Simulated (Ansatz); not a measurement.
# InP: the cost of one run

Program: Ansatz 0.2.0. Level of theory: DFT PBE, scalar-relativistic, plane waves, PAW. These are calculated values, not measurements.

**1. Starting point**

It takes space group P4_2/mnm (No. 136, tetragonal). The conventional cell has a = 7.277 Å, b = 7.277 Å, c = 4.215 Å, α = 90.00°, β = 90.00°, γ = 90.00°. Around In (site symmetry m2m) lie 4 P at 2.56 to 2.61 Å. P (site symmetry m2m) has 4 In at 2.56 to 2.61 Å as nearest neighbours.

As a file:

```
In P
1.0
     7.27733    0.00000    0.00000
     0.00000    7.27733    0.00000
     0.00000    0.00000    4.21543
In P
4 4
Cartesian
  4.9348 4.9348 0.0000
  5.9812 1.2962 2.1077
  2.3425 2.3425 0.0000
  1.2962 5.9812 2.1077
  5.9636 5.9636 2.1077
  4.9524 2.3250 0.0000
  1.3137 1.3137 2.1077
  2.3250 4.9524 0.0000
```

The cell was relaxed beforehand at this level, from a generated guess; it needn't be the stable form of this composition. At a tolerance of 0.02 Å it has space group P4_2/mnm (No. 136); it has 27.91 Å³/atom, an uncorrected energy of -0.19 eV/atom over the elements.

**2. Bands, states and charges**

Input file input.yaml:

```yaml
crystal:
  lattice:
    - [7.2773307, 0.0, 0.0]
    - [0.0, 7.2773307, 0.0]
    - [0.0, 0.0, 4.2154268]
  atoms:
    - { symbol: In, position: [0.67811, 0.67811, 0.0] }
    - { symbol: In, position: [0.82189, 0.17811, 0.5] }
    - { symbol: In, position: [0.32189, 0.32189, 0.0] }
    - { symbol: In, position: [0.17811, 0.82189, 0.5] }
    - { symbol: P, position: [0.819479, 0.819479, 0.5] }
    - { symbol: P, position: [0.680521, 0.319479, 0.0] }
    - { symbol: P, position: [0.180521, 0.180521, 0.5] }
    - { symbol: P, position: [0.319479, 0.680521, 0.0] }
basis:
  ecutwfc: 420
kpoints:
  mp_grid: { grid: [6, 6, 8] }
  band_path:
    path:
      - [[0.0, 0.0, 0.0], [0.0, 0.5, 0.0], [0.5, 0.5, 0.0], [0.0, 0.0, 0.0], [0.0, 0.0, 0.5], [0.0, 0.5, 0.5], [0.5, 0.5, 0.5], [0.0, 0.0, 0.5]]
      - [[0.0, 0.5, 0.0], [0.0, 0.5, 0.5]]
      - [[0.5, 0.5, 0.0], [0.5, 0.5, 0.5]]
    npoints: 14
hamiltonian:
  xc: pbe
scf:
  occupations: { method: gaussian, width: 0.02 }
  n_extra_bands: 20
output:
  forces: true
  stress: true
  eigenvalues: true
  populations: true
  dos: { projected: true, de: 0.02, nscf_kmesh: { grid: [9, 9, 12] } }
  bader: true
  write_density: true
  write_potential: true
  elf: true
  volumetric_format: npy
```

Run with:

```sh
ansatz run input.yaml --threads 4 --pin off --max-ram 8192MiB --backend cpu --events-out ev --progress --plain --runs-dir out
```

Q: Estimate wall time and peak memory on 4 threads of Intel Xeon 6975P-C (Granite Rapids), shared host.

About 34 s, with a peak of 1.3 GiB.
